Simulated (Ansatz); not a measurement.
AgGaS2, ordered on the zincblende lattice (I-42d) with 8 atoms a cell, relaxed with r2SCAN in Ansatz: space group I-42d (No. 122), tetragonal; a = 5.756 Å, c = 10.393 Å in the conventional setting, 21.52 Å³ an atom. Ag is surrounded by 4 S at 2.56 Å; S is surrounded by 2 Ga at 2.29 Å and 2 Ag at 2.56 Å; Ga is surrounded by 4 S at 2.29 Å. The primitive cell holds 8 atoms in 172.15 Å³. The calculation is spin-unpolarised, and the structure need not be a phase that has been made.

Computed values: PBE gives a gap of 1.09 eV and PBE0 (25 % exact exchange) 2.91 eV; one over PBE's mean ε∞ is 0.142. HSE06 (4×4×4) gives a least gap of 2.25 eV, direct.

**What is the density?** The cell holds 2 Ag, 4 S, 2 Ga: M = 2×107.868 + 4×32.060 + 2×69.723 = 483.42 u in V = 172.15 Å³. ρ = 1.66054 × M/V = 1.66054 × 483.42/172.15 = 4.663 g/cm³, for the static r2SCAN lattice.

**Taking the gap as linear in the share of unscreened exchange, estimate the gap of the hybrid whose share is 1/ε∞.** The slope is (2.91 − 1.09)/0.25 = 7.28 eV per unit share, so E_g ≈ 1.09 + 7.28 × 0.142 = 2.12 eV. The run with that share gives 2.10 eV (4×4×4 mesh), -0.02 eV from the straight line.

**At what wavelength does absorption set in by HSE06, excitons left aside?** λ = 1239.84 eV nm/E: 551 nm for the least gap. The direct edge lies in the visible range.

Spin-orbit coupling is left out.

The meshes of the hybrids are coarse, so their gaps aren't converged to the digits shown.
